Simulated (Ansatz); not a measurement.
N (P6_3/mmc), generalised stacking fault

All numbers below come from Ansatz, DFT PBE+D3(BJ), scalar-relativistic, plane waves, PAW. The runs took a 420 eV cutoff, a Γ-centred 7×7×2 mesh and Gaussian smearing (0.05 eV). No spin polarisation. Energies are free energies at this smearing, counted from the undisturbed cell; pressure is positive in compression.

Zero of the scan (relaxed at this level; it needn't be the usual structure):

```yaml
crystal:
  lattice:
    - [-3.81655, 0.00000, 0.00000]
    - [-1.90828, -3.30523, 0.00000]
    - [0.00000, 0.00000, 14.82904]
  atoms:
    - { symbol: N, position: [0.33333, 0.33333, 0.91216] }
    - { symbol: N, position: [0.33333, 0.33333, 0.41216] }
    - { symbol: N, position: [0.33333, 0.33333, 0.83784] }
    - { symbol: N, position: [0.33333, 0.33333, 0.33784] }
    - { symbol: N, position: [0.66667, 0.66667, 0.16216] }
    - { symbol: N, position: [0.66667, 0.66667, 0.66216] }
    - { symbol: N, position: [0.66667, 0.66667, 0.08784] }
    - { symbol: N, position: [0.66667, 0.66667, 0.58784] }
```

The cut lies on the cell's a–b face, a (0 0 1) plane (indices in the standard cell, whose axes needn't be the Cartesian ones shown) of area 12.61 Å², between layers 2.61 Å apart. Vector c is tilted by f times 1·a + 0·b (length 3.817 Å) with the atoms' Cartesian places fixed: one unrelaxed fault a cell.

```tsv
f	γ (mJ/m²)	shear traction, the slope of γ along the slip (GPa)	gap on the mesh (eV)
0.0000	0	0.0	7.13
0.1000	6	0.3	7.09
0.2000	25	0.6	7.05
0.3000	53	0.8	6.99
0.4000	80	0.6	6.97
0.5000	91	0.0	7.01
```

By symmetry 0.6000 repeats 0.4000, 0.8000 repeats 0.2000, 0.7000 repeats 0.3000, 0.9000 repeats 0.1000 in energy, with the opposite slope along the path.

Cost: 6 runs of about 1.4 core-minutes in all, on Arm Neoverse V1 (shared hosts).